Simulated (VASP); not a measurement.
# Li3HS (Pm-3m) in VASP: further runs, part 2 of 2

VASP 6.6.1. Earlier steps stand in the parts before.

### Step 3. Relaxation of cell and atoms, r2SCAN

This run uses another cell than the first one, of 11.43 Å³/atom, 1.007 times its volume.

Input file INCAR:

```
SYSTEM = Li3HS
PREC     = Accurate       ! precision mode
ENCUT    = 600            ! plane-wave cutoff, eV
EDIFF    = 1E-6           ! SCF threshold, eV
ISMEAR   = 0              ! smearing method
SIGMA    = 0.03           ! smearing width, eV
LREAL    = .False.        ! projectors in reciprocal space
LASPH    = .True.         ! aspherical terms in the spheres
NELM     = 80             ! most SCF steps
ALGO     = Normal         ! electronic algorithm
ISIF     = 3              ! what is computed and relaxed
LWAVE    = .False.        ! write WAVECAR
LCHARG   = .False.        ! write CHGCAR
METAGGA  = R2SCAN         ! meta-GGA
LMIXTAU  = .True.       
IBRION   = 2              ! ionic algorithm
NSW      = 90             ! ionic steps
EDIFFG   = -0.01          ! ionic threshold
```

Input file KPOINTS:

```
regular mesh
0
Gamma
  8 8 8
  0 0 0
```

Input file POSCAR:

```
Li3HS
1.0
    3.8518900000      0.0000000000      0.0000000000
    0.0000000000      3.8518900000      0.0000000000
    0.0000000000      0.0000000000      3.8518900000
S H Li
1 1 3
Direct
    0.5000000000      0.5000000000      0.5000000000
    0.0000000000      0.0000000000      0.0000000000
    0.5000000000      0.0000000000      0.0000000000
    0.0000000000      0.5000000000      0.0000000000
    0.0000000000      0.0000000000      0.5000000000
```

Potentials or basis: VASP PAW PBE potentials, release 64 (S, H, Li_sv).

On the command line:

```
> cat potpaw_PBE.64/S/POTCAR potpaw_PBE.64/H/POTCAR potpaw_PBE.64/Li_sv/POTCAR > POTCAR
> mpirun -np 1 vasp_std > vasp.out
```

It took 2.7 min on 1 thread of AMD EPYC 9R45 (Zen 5), shared host; peak memory 0.17 GiB.

The run converged. Its results:

* Free energy: -23.9278 eV
* Relaxed volume: 10.79 Å³/atom
* Relaxed cell: a = 3.779 Å, b = 3.779 Å, c = 3.779 Å, α = 90.00°, β = 90.00°, γ = 90.00°
* Space group after relaxing (to 0.05 Å): Pm-3m (No. 221)
* Energy gained by relaxing: 4.5 meV/atom
* Ionic steps: 3
* Pressure after relaxing: 0.0 GPa
* Band gap on the k mesh: 5.09 eV, indirect (least direct gap 5.55 eV)

The path:
| step | energy change (eV) | largest force (eV/Å) | pressure (GPa) | volume (Å³) |
| --- | --- | --- | --- | --- |
| 1 | 0.0000 | 0.0000 | -2.22 | 57.15 |
| 2 | -0.0143 | 0.0000 | -1.31 | 55.85 |
| 3 | -0.0227 | 0.0000 | 0.04 | 53.97 |

Final structure:
```xyz
5
Lattice="3.7790 0.0000 0.0000 0.0000 3.7790 0.0000 0.0000 0.0000 3.7790" Properties=species:S:1:pos:R:3 pbc="T T T"
S     1.8895    1.8895    1.8895
H     0.0000    0.0000    0.0000
Li    1.8895    0.0000    0.0000
Li    0.0000    1.8895    0.0000
Li    0.0000    0.0000    1.8895
```

Levels at points of the mesh, in eV from the valence-band top:
| k point | band 4 | band 5 | band 6 | band 7 | band 8 | band 9 | band 10 | band 11 | band 12 |
| --- | --- | --- | --- | --- | --- | --- | --- | --- | --- |
| (0.00, 0.00, 0.00) | -11.87 | -2.52 | -1.13 | -1.13 | -1.13 | 7.11 | 7.11 | 8.17 | 8.17 |
| (0.50, 0.00, 0.00) | -11.55 | -4.58 | -0.48 | -0.48 | -0.45 | 5.09 | 5.62 | 5.62 | 6.40 |
| (0.50, 0.50, 0.00) | -11.21 | -3.50 | -2.87 | -2.87 | 0.00 | 5.70 | 8.03 | 8.03 | 8.50 |
| (0.50, 0.50, 0.50) | -10.79 | -3.55 | -2.72 | -2.72 | -2.72 | 5.70 | 5.70 | 5.70 | 11.83 |

Caveat: the cutoff is under 1.25 times the usual one of these potentials, so pressure, stress and relaxed cells hold a basis-set (Pulay) error; the PAW data sets were made with another functional, which shifts forces and pressure a little.

### Step 4. Relaxation of cell and atoms, r2SCAN

This run uses another cell than the first one, of 10.79 Å³/atom, 0.951 times its volume.

INCAR: that of step 3 with these lines changed.

```diff
@@ -3,3 +3,3 @@
 ENCUT    = 600            ! plane-wave cutoff, eV
-EDIFF    = 1E-6           ! SCF threshold, eV
+EDIFF    = 1E-7           ! SCF threshold, eV
 ISMEAR   = 0              ! smearing method
@@ -17,2 +17,2 @@
 NSW      = 90             ! ionic steps
-EDIFFG   = -0.01          ! ionic threshold
+EDIFFG   = -0.005         ! ionic threshold
```

KPOINTS is that of step 3.

Input file POSCAR:

```
Li3HS                                   
1.0
    3.7789839828     -0.0000000000     -0.0000000000
   -0.0000000000      3.7789839828     -0.0000000000
   -0.0000000000     -0.0000000000      3.7789839828
  S               H               Li            
     1     1     3
Direct
     0.5000000000000000    0.5000000000000000    0.5000000000000000
     0.0000000000000000    0.0000000000000000    0.0000000000000000
     0.5000000000000000    0.0000000000000000    0.0000000000000000
     0.0000000000000000    0.5000000000000000    0.0000000000000000
     0.0000000000000000    0.0000000000000000    0.5000000000000000
```

On the command line:

```
> cat potpaw_PBE.64/S/POTCAR potpaw_PBE.64/H/POTCAR potpaw_PBE.64/Li_sv/POTCAR > POTCAR
> mpirun -np 1 vasp_std > vasp.out
```

Run time: 2.1 min. Hardware: 1 thread of AMD EPYC 9R45 (Zen 5), shared host; peak memory 0.16 GiB.

The run converged. Its results:

- Free energy: -23.9245 eV
- Relaxed volume: 10.81 Å³/atom
- Relaxed cell: a = 3.781 Å, b = 3.781 Å, c = 3.781 Å, α = 90.00°, β = 90.00°, γ = 90.00°
- Space group after relaxing (to 0.05 Å): Pm-3m (No. 221)
- Energy gained by relaxing: 0.0 meV/atom
- Ionic steps: 2
- Pressure after relaxing: 0.1 GPa
- Band gap on the k mesh: 5.09 eV, indirect (least direct gap 5.54 eV)

Final structure:
```xyz
5
Lattice="3.7806 0.0000 0.0000 0.0000 3.7806 0.0000 0.0000 0.0000 3.7806" Properties=species:S:1:pos:R:3 pbc="T T T"
S     1.8903    1.8903    1.8903
H     0.0000    0.0000    0.0000
Li    1.8903    0.0000    0.0000
Li    0.0000    1.8903    0.0000
Li    0.0000    0.0000    1.8903
```

Levels at points of the mesh, in eV from the valence-band top:
```
           k point  band 5  band 6  band 7  band 8  band 9  band 10  band 11  band 12
(0.00, 0.00, 0.00)   -2.52   -1.13   -1.13   -1.13    7.11     7.11     8.17     8.17
(0.50, 0.00, 0.00)   -4.57   -0.48   -0.48   -0.45    5.09     5.61     5.61     6.40
(0.50, 0.50, 0.00)   -3.49   -2.86   -2.86    0.00    5.70     8.03     8.03     8.49
(0.50, 0.50, 0.50)   -3.55   -2.71   -2.71   -2.71    5.70     5.70     5.70    11.82
```

Caveat: the cutoff is under 1.25 times the usual one of these potentials, so pressure, stress and relaxed cells hold a basis-set (Pulay) error; the PAW data sets were made with another functional, which shifts forces and pressure a little.

### Step 5. Relaxation of cell and atoms, PBE+D3(BJ)

This run uses another cell than the first one, of 11.43 Å³/atom, 1.007 times its volume.

Input file INCAR:

```
SYSTEM = Li3HS
  PREC = Accurate
  ENCUT = 600
  EDIFF = 1E-6
  ISMEAR = 0
  SIGMA = 0.03
  LREAL = .False.
  LASPH = .True.
  NELM = 80
  ALGO = Normal
  ISIF = 3
  LWAVE = .False.
  LCHARG = .False.
  GGA = PE
  IVDW = 12
  IBRION = 2
  NSW = 90
  EDIFFG = -0.01
```

Input file KPOINTS:

```
Automatic mesh
0
Gamma
  8 8 8
  0 0 0
```

Input file POSCAR:

```
Li3HS
1.0
    3.8518900000      0.0000000000      0.0000000000
    0.0000000000      3.8518900000      0.0000000000
    0.0000000000      0.0000000000      3.8518900000
S H Li
1 1 3
Direct
    0.5000000000      0.5000000000      0.5000000000
    0.0000000000      0.0000000000      0.0000000000
    0.5000000000      0.0000000000      0.0000000000
    0.0000000000      0.5000000000      0.0000000000
    0.0000000000      0.0000000000      0.5000000000
```

On the command line:

```
> cat potpaw_PBE.64/S/POTCAR potpaw_PBE.64/H/POTCAR potpaw_PBE.64/Li_sv/POTCAR > POTCAR
> mpirun -np 1 vasp_std > vasp.out
```

It took 45 s on 1 thread of Intel Xeon Platinum 8488C (Sapphire Rapids), shared host; peak memory 0.2 GiB.

Results (log left out):

* Free energy: -19.2022 eV
* Relaxed volume: 9.99 Å³/atom
* Relaxed cell: a = 3.682 Å, b = 3.682 Å, c = 3.682 Å, α = 90.00°, β = 90.00°, γ = 90.00°
* Space group after relaxing (to 0.05 Å): Pm-3m (No. 221)
* Energy gained by relaxing: 26.8 meV/atom
* Ionic steps: 4
* Pressure after relaxing: 0.1 GPa
* Band gap on the k mesh: 4.62 eV, indirect (least direct gap 5.04 eV)
* Dispersion energy per atom: -0.282 eV

The path:
```
step  energy change (eV)  largest force (eV/Å)  pressure (GPa)  volume (Å³)
   1              0.0000                0.0000           -5.38        57.15
   2             -0.0872                0.0000           -3.49        54.03
   3             -0.1333                0.0000           -0.55        50.52
   4             -0.1342                0.0000            0.05        49.93
```

Final structure:
```
S H Li
1.0
     3.68229    0.00000    0.00000
     0.00000    3.68229    0.00000
     0.00000    0.00000    3.68229
S H Li
1 1 3
Direct
  0.50000 0.50000 0.50000
  0.00000 0.00000 0.00000
  0.50000 0.00000 0.00000
  0.00000 0.50000 0.00000
  0.00000 0.00000 0.50000
```

Levels at points of the mesh, in eV from the valence-band top:
```csv
k point,band 6,band 7,band 8,band 9,band 10,band 11
"(0.00, 0.00, 0.00)",-1.29,-1.29,-1.29,6.50,6.50,7.72
"(0.50, 0.00, 0.00)",-0.54,-0.54,-0.42,4.62,5.02,5.02
"(0.50, 0.50, 0.00)",-3.13,-3.13,0.00,5.10,7.41,7.41
"(0.50, 0.50, 0.50)",-2.98,-2.98,-2.98,5.13,5.13,5.13
```

Caveat: the cutoff is under 1.25 times the usual one of these potentials, so pressure, stress and relaxed cells hold a basis-set (Pulay) error.

### Step 6. Relaxation of cell and atoms, PBE+D3(BJ)

This run uses another cell than the first one, of 9.99 Å³/atom, 0.879 times its volume.

INCAR: that of step 5 with these lines changed.

```diff
@@ -3,3 +3,3 @@
   ENCUT = 600
-  EDIFF = 1E-6
+  EDIFF = 1E-7
   ISMEAR = 0
@@ -17,2 +17,2 @@
   NSW = 90
-  EDIFFG = -0.01
+  EDIFFG = -0.005
```

KPOINTS is that of step 5.

Input file POSCAR:

```
Li3HS                                   
1.0
    3.6822911121      0.0000000000     -0.0000000000
    0.0000000000      3.6822911121      0.0000000000
   -0.0000000000      0.0000000000      3.6822911121
  S               H               Li            
     1     1     3
Direct
     0.5000000000000000    0.5000000000000000    0.5000000000000000
     0.0000000000000000    0.0000000000000000    0.0000000000000000
     0.5000000000000000    0.0000000000000000    0.0000000000000000
     0.0000000000000000    0.5000000000000000    0.0000000000000000
     0.0000000000000000    0.0000000000000000    0.5000000000000000
```

Potentials or basis: VASP PAW PBE potentials, release 64 (S, H, Li_sv).

On the command line:

```
> cat potpaw_PBE.64/S/POTCAR potpaw_PBE.64/H/POTCAR potpaw_PBE.64/Li_sv/POTCAR > POTCAR
> mpirun -np 1 vasp_std > vasp.out
```

Wall time 31 s (1 thread of Intel Xeon Platinum 8488C (Sapphire Rapids), shared host); peak memory 0.19 GiB.

The run converged. Its results:

```yaml
Free_energy: -19.1923 eV
Relaxed_volume: 10.00 Å³/atom
Relaxed_cell: a = 3.684 Å, b = 3.684 Å, c = 3.684 Å, α = 90.00°, β = 90.00°, γ = 90.00°
Space_group_after_relaxing_to_0.05_Å: Pm-3m (No. 221)
Energy_gained_by_relaxing: 0.0 meV/atom
Ionic_steps: 2
Pressure_after_relaxing: 0.1 GPa
Band_gap_on_the_k_mesh: 4.62 eV, indirect (least direct gap 5.04 eV)
Dispersion_energy_per_atom: -0.281 eV
```

Final structure:
```
CELL_PARAMETERS angstrom
3.68365 0.00000 0.00000
0.00000 3.68365 0.00000
0.00000 0.00000 3.68365
ATOMIC_POSITIONS crystal
S 0.50000 0.50000 0.50000
H 0.00000 0.00000 0.00000
Li 0.50000 0.00000 0.00000
Li 0.00000 0.50000 0.00000
Li 0.00000 0.00000 0.50000
```

Levels at points of the mesh, in eV from the valence-band top:
```tsv
k point	band 4	band 5	band 6	band 7	band 8	band 9	band 10	band 11	band 12
(0.00, 0.00, 0.00)	-11.68	-2.50	-1.29	-1.29	-1.29	6.50	6.50	7.72	7.72
(0.50, 0.00, 0.00)	-11.32	-4.79	-0.54	-0.54	-0.42	4.62	5.02	5.02	5.75
(0.50, 0.50, 0.00)	-10.93	-3.61	-3.12	-3.12	0.00	5.10	7.41	7.41	8.00
(0.50, 0.50, 0.50)	-10.45	-3.65	-2.98	-2.98	-2.98	5.13	5.13	5.13	11.33
```

Caveat: the cutoff is under 1.25 times the usual one of these potentials, so pressure, stress and relaxed cells hold a basis-set (Pulay) error.

### Step 7. The runs side by side

| level | gap on the mesh (eV) | pressure (GPa) | relaxed volume (Å³/atom) |
| --- | --- | --- | --- |
| RPBE | 4.12 | 0.0 | - |
| r2SCAN | 5.09 | 0.1 | 10.81 |
| PBE+D3(BJ) | 4.62 | 0.1 | 10.00 |

Alike in all rows: task relaxation of cell and atoms; potentials or basis VASP PAW PBE potentials, release 64 (S, H, Li_sv); no spin polarisation; cell relaxed; k mesh 8 × 8 × 8; cutoff (eV) 600; smearing gaussian 0.03 eV.

Caveats: the cutoff is under 1.25 times the usual one of these potentials, so pressure, stress and relaxed cells hold a basis-set (Pulay) error; the PAW data sets were made with another functional, which shifts forces and pressure a little (some runs); the relaxation stopped at its first step, so nothing moved (some runs).

Total energies depend on the potentials used, so only differences within one code and one set of settings carry meaning.
